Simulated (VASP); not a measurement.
Output of a VASP run:

OSZICAR:
```
       N       E                     dE             d eps       ncg     rms          rms(c)
DAV:   1     0.365743506842E+02    0.36574E+02   -0.64690E+03   948   0.135E+03
DAV:   2    -0.159540736744E+02   -0.52528E+02   -0.50179E+02  1082   0.242E+02
DAV:   3    -0.213573763219E+02   -0.54033E+01   -0.53812E+01  1706   0.663E+01
DAV:   4    -0.214477833324E+02   -0.90407E-01   -0.90370E-01  1250   0.850E+00
DAV:   5    -0.214483745583E+02   -0.59123E-03   -0.59118E-03  1452   0.585E-01    0.679E+00
DAV:   6    -0.167391487951E+02    0.47092E+01   -0.40882E+00  1156   0.153E+01    0.208E+00
DAV:   7    -0.169206933749E+02   -0.18154E+00   -0.12991E+00  1190   0.980E+00    0.220E+00
DAV:   8    -0.192036642391E+02   -0.22830E+01   -0.40803E+00  1302   0.154E+01    0.303E+00
DAV:   9    -0.168462768377E+02    0.23574E+01   -0.18687E+00  1430   0.112E+01    0.772E-01
DAV:  10    -0.168211296708E+02    0.25147E-01   -0.22318E-01  1146   0.454E+00    0.260E-01
DAV:  11    -0.168059594695E+02    0.15170E-01   -0.13282E-02  1056   0.154E+00    0.295E-01
DAV:  12    -0.168179635268E+02   -0.12004E-01   -0.12759E-02   976   0.150E+00    0.646E-02
DAV:  13    -0.168201436817E+02   -0.21802E-02   -0.84407E-04  1048   0.402E-01    0.419E-02
DAV:  14    -0.168199867144E+02    0.15697E-03   -0.76646E-05  1360   0.124E-01    0.484E-02
DAV:  15    -0.168202384868E+02   -0.25177E-03   -0.30668E-04   986   0.234E-01    0.586E-03
DAV:  16    -0.168204238157E+02   -0.18533E-03   -0.93331E-05   974   0.143E-01    0.375E-03
DAV:  17    -0.168204099061E+02    0.13910E-04   -0.43805E-06  1126   0.311E-02    0.295E-03
DAV:  18    -0.168204024116E+02    0.74945E-05   -0.56823E-06   978   0.342E-02    0.856E-04
DAV:  19    -0.168204041570E+02   -0.17454E-05   -0.10182E-06   990   0.146E-02    0.347E-04
DAV:  20    -0.168204047888E+02   -0.63181E-06   -0.10467E-08   910   0.124E-03    0.189E-04
DAV:  21    -0.168204051865E+02   -0.39770E-06   -0.59198E-09   566   0.104E-03    0.797E-05
DAV:  22    -0.168204056517E+02   -0.46520E-06   -0.35720E-09   536   0.693E-04    0.188E-05
DAV:  23    -0.168204056039E+02    0.47835E-07   -0.55520E-10   524   0.240E-04
   1 F= -.16820406E+02 E0= -.16820406E+02  d E =-.834487E-15
```

File OUTCAR:
```
------------------------ aborting loop because EDIFF is reached ----------------------------------------
  FORCE on cell =-STRESS in cart. coord.  units (eV):
  Direction    XX          YY          ZZ          XY          YZ          ZX
  --------------------------------------------------------------------------------------
  Total        0.4200421      0.4200421      0.4200421      0.0000000      0.0000000     -0.0000000
  in kB       28.9440889     28.9440889     28.9440889      0.0000000      0.0000000     -0.0000000
  external PRESSURE =      28.9440889 kB  Pullay stress =       0.0000000 kB
  volume of cell :       23.25
      direct lattice vectors                 reciprocal lattice vectors
     0.000000000  2.265363187  2.265363187    -0.220715161  0.220715161  0.220715161
     2.265363187  0.000000000  2.265363187     0.220715161 -0.220715161  0.220715161
     2.265363187  2.265363187  0.000000000     0.220715161  0.220715161 -0.220715161
 POSITION                                       TOTAL-FORCE (eV/Angst)
 -----------------------------------------------------------------------------------
      1.13268      1.13268      1.13268         0.000000      0.000000     -0.000000
      3.39804      3.39804      3.39804        -0.000000     -0.000000     -0.000000
      0.00000      0.00000      0.00000         0.000000      0.000000      0.000000
 -----------------------------------------------------------------------------------
    total drift:                               -0.000000      0.000000      0.000000
  FREE ENERGIE OF THE ION-ELECTRON SYSTEM (eV)
  ---------------------------------------------------
  free  energy   TOTEN  =       -16.8204056039 eV

  energy  without entropy=      -16.8204056039  energy(sigma->0) =      -16.82040560
```
(Selected blocks of OUTCAR.)

POSCAR:
```
Li2O
1
    0.0000000000     2.2653631865     2.2653631865
    2.2653631865     0.0000000000     2.2653631865
    2.2653631865     2.2653631865     0.0000000000
Li O
2 1
Direct
  0.2500000000   0.2500000000   0.2500000000
  0.7500000000   0.7500000000   0.7500000000
  0.0000000000   0.0000000000   0.0000000000
```

Task: Write an INCAR and KPOINTS that could have produced this output.

Result: One answer among several that fit: the input of the run itself, r2SCAN meta-GGA, plane waves, VASP's PBE PAW potentials (set 64).

### INCAR
```
! general
SYSTEM =Li2O
PREC   =Accurate
ENCUT  =520   ! plane-wave cut-off (eV)
LREAL  =.False.   ! projection in real space or not
LASPH  =.True.   ! aspherical one-centre terms

! electronic loop
EDIFF  =1E-7   ! SCF stop (eV)
NELM   =100   ! most electronic steps
ALGO   =Normal   ! blocked Davidson
LMIXTAU=.True.

! smearing
ISMEAR =0   ! Gaussian
SIGMA  =0.05

! functional
METAGGA=R2SCAN

! ions
ISIF   =2

! output
LWAVE  =.False.
LCHARG =.False.
```

KPOINTS:
```
Automatic
0
gamma
10 10 10
```

POTCAR, in this order: Li_sv O (PBE.64 set). Program: vasp_std.

The compound is Li2O in the antifluorite structure. This cell is one point of a volume scan, at 0.97 of the reference volume.
